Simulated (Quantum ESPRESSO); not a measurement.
Here is a Quantum ESPRESSO 7.5 calculation.

The input pw.in:

```
&CONTROL
  calculation = 'scf'
  prefix = 'pwscf'
  outdir = './tmp'
  pseudo_dir = './pseudo'
  tprnfor = .true.
  tstress = .true.
  disk_io = 'low'
/
&SYSTEM
  ibrav = 0
  nat = 1
  ntyp = 1
  ecutwfc = 56
  ecutrho = 448
  nbnd = 17
  occupations = 'smearing'
  smearing = 'fd'
  degauss = 0.00367493
  nspin = 2
  starting_magnetization(1) = 0.1875
/
&ELECTRONS
  conv_thr = 2d-10
  electron_maxstep = 120
  mixing_beta = 0.3
/
ATOMIC_SPECIES
Fe    55.8450 fe_pbesol_v1.5.uspp.F.UPF
CELL_PARAMETERS angstrom
  -1.4430000000    1.4430000000    1.4430000000
   1.4430000000   -1.4430000000    1.4430000000
   1.4430000000    1.4430000000   -1.4430000000
ATOMIC_POSITIONS crystal
Fe     0.0000000000    0.0000000000    0.0000000000
K_POINTS automatic
13 13 13 0 0 0
```

bands.in

```
&CONTROL
  calculation = 'bands'
  prefix = 'pwscf'
  outdir = './tmp'
  pseudo_dir = './pseudo'
  disk_io = 'low'
  verbosity = 'high'
/
&SYSTEM
  ibrav = 0
  nat = 1
  ntyp = 1
  ecutwfc = 56
  ecutrho = 448
  nbnd = 17
  occupations = 'smearing'
  smearing = 'fd'
  degauss = 0.00367493
  nspin = 2
  starting_magnetization(1) = 0.1875
/
&ELECTRONS
  conv_thr = 1d-08
  electron_maxstep = 120
  mixing_beta = 0.3
  diago_full_acc = .true.
  startingwfc = 'random'
/
ATOMIC_SPECIES
Fe    55.8450 fe_pbesol_v1.5.uspp.F.UPF
CELL_PARAMETERS angstrom
  -1.4430000000    1.4430000000    1.4430000000
   1.4430000000   -1.4430000000    1.4430000000
   1.4430000000    1.4430000000   -1.4430000000
ATOMIC_POSITIONS crystal
Fe     0.0000000000    0.0000000000    0.0000000000
K_POINTS crystal
60
 0.0000000000  0.0000000000  0.0000000000 1
 0.0416666667 -0.0416666667  0.0416666667 1
 0.0833333333 -0.0833333333  0.0833333333 1
 0.1250000000 -0.1250000000  0.1250000000 1
 0.1666666667 -0.1666666667  0.1666666667 1
 0.2083333333 -0.2083333333  0.2083333333 1
 0.2500000000 -0.2500000000  0.2500000000 1
 0.2916666667 -0.2916666667  0.2916666667 1
 0.3333333333 -0.3333333333  0.3333333333 1
 0.3750000000 -0.3750000000  0.3750000000 1
 0.4166666667 -0.4166666667  0.4166666667 1
 0.4583333333 -0.4583333333  0.4583333333 1
 0.5000000000 -0.5000000000  0.5000000000 1
 0.4375000000 -0.4375000000  0.5000000000 1
 0.3750000000 -0.3750000000  0.5000000000 1
 0.3125000000 -0.3125000000  0.5000000000 1
 0.2500000000 -0.2500000000  0.5000000000 1
 0.1875000000 -0.1875000000  0.5000000000 1
 0.1250000000 -0.1250000000  0.5000000000 1
 0.0625000000 -0.0625000000  0.5000000000 1
 0.0000000000  0.0000000000  0.5000000000 1
 0.0000000000  0.0000000000  0.4444444444 1
 0.0000000000  0.0000000000  0.3888888889 1
 0.0000000000  0.0000000000  0.3333333333 1
 0.0000000000  0.0000000000  0.2777777778 1
 0.0000000000  0.0000000000  0.2222222222 1
 0.0000000000  0.0000000000  0.1666666667 1
 0.0000000000  0.0000000000  0.1111111111 1
 0.0000000000  0.0000000000  0.0555555556 1
 0.0000000000  0.0000000000  0.0000000000 1
 0.0227272727  0.0227272727  0.0227272727 1
 0.0454545455  0.0454545455  0.0454545455 1
 0.0681818182  0.0681818182  0.0681818182 1
 0.0909090909  0.0909090909  0.0909090909 1
 0.1136363636  0.1136363636  0.1136363636 1
 0.1363636364  0.1363636364  0.1363636364 1
 0.1590909091  0.1590909091  0.1590909091 1
 0.1818181818  0.1818181818  0.1818181818 1
 0.2045454545  0.2045454545  0.2045454545 1
 0.2272727273  0.2272727273  0.2272727273 1
 0.2500000000  0.2500000000  0.2500000000 1
 0.2708333333  0.1875000000  0.2708333333 1
 0.2916666667  0.1250000000  0.2916666667 1
 0.3125000000  0.0625000000  0.3125000000 1
 0.3333333333  0.0000000000  0.3333333333 1
 0.3541666667 -0.0625000000  0.3541666667 1
 0.3750000000 -0.1250000000  0.3750000000 1
 0.3958333333 -0.1875000000  0.3958333333 1
 0.4166666667 -0.2500000000  0.4166666667 1
 0.4375000000 -0.3125000000  0.4375000000 1
 0.4583333333 -0.3750000000  0.4583333333 1
 0.4791666667 -0.4375000000  0.4791666667 1
 0.5000000000 -0.5000000000  0.5000000000 1
 0.2500000000  0.2500000000  0.2500000000 1
 0.2083333333  0.2083333333  0.2916666667 1
 0.1666666667  0.1666666667  0.3333333333 1
 0.1250000000  0.1250000000  0.3750000000 1
 0.0833333333  0.0833333333  0.4166666667 1
 0.0416666667  0.0416666667  0.4583333333 1
 0.0000000000  0.0000000000  0.5000000000 1
```

Potentials or basis: GBRV 1.5 PBEsol.

The run is started by

```bash
$ OMP_NUM_THREADS=1 mpirun -n 2 pw.x -nk 2 -in pw.in > pw.out
$ OMP_NUM_THREADS=1 mpirun -n 2 pw.x -nk 2 -in bands.in > bands.out
```

Task: Predict the site moments.

Result: Fe +2.43 μB.

Task: Predict the band gap on the k mesh.

Result: None (metal or under the smearing width).

Task: Predict the pressure.

Result: -15.6 GPa.

Levels at the corners of the path, in eV from the Fermi level:
Spin up:
```
point  band 7  band 8  band 9  band 10  band 11  band 12
    Γ   -2.27   -2.27   -1.03    -1.03    23.82    23.82
    H   -0.02   -0.02   -0.02     9.35     9.35     9.35
    N   -1.01   -0.85    0.23     0.41     6.78    17.53
    Γ   -2.27   -2.27   -1.03    -1.03    23.82    23.82
    P   -3.13   -0.82   -0.82     8.15     8.15     8.15
    H   -0.02   -0.02   -0.02     9.35     9.35     9.35
    P   -3.13   -0.82   -0.82     8.15     8.15     8.15
    N   -1.01   -0.85    0.23     0.41     6.78    17.53
```
Spin down:
```csv
point,band 4,band 5,band 6,band 7,band 8,band 9,band 10,band 11
Γ,-50.82,-7.99,-0.01,-0.01,-0.01,1.79,1.79,23.71
H,-51.10,-2.65,-2.65,2.57,2.57,2.57,9.74,9.74
N,-50.82,-3.27,-1.24,0.62,1.69,2.03,2.86,8.40
Γ,-50.82,-7.99,-0.01,-0.01,-0.01,1.79,1.79,23.71
P,-51.01,-1.48,-1.48,-1.48,2.08,2.08,9.28,9.28
H,-51.10,-2.65,-2.65,2.57,2.57,2.57,9.74,9.74
P,-51.01,-1.48,-1.48,-1.48,2.08,2.08,9.28,9.28
N,-50.82,-3.27,-1.24,0.62,1.69,2.03,2.86,8.40
```

Caveat: so large a pressure means that the cell lies far from this level's equilibrium, or that cutoff or potentials fall short.
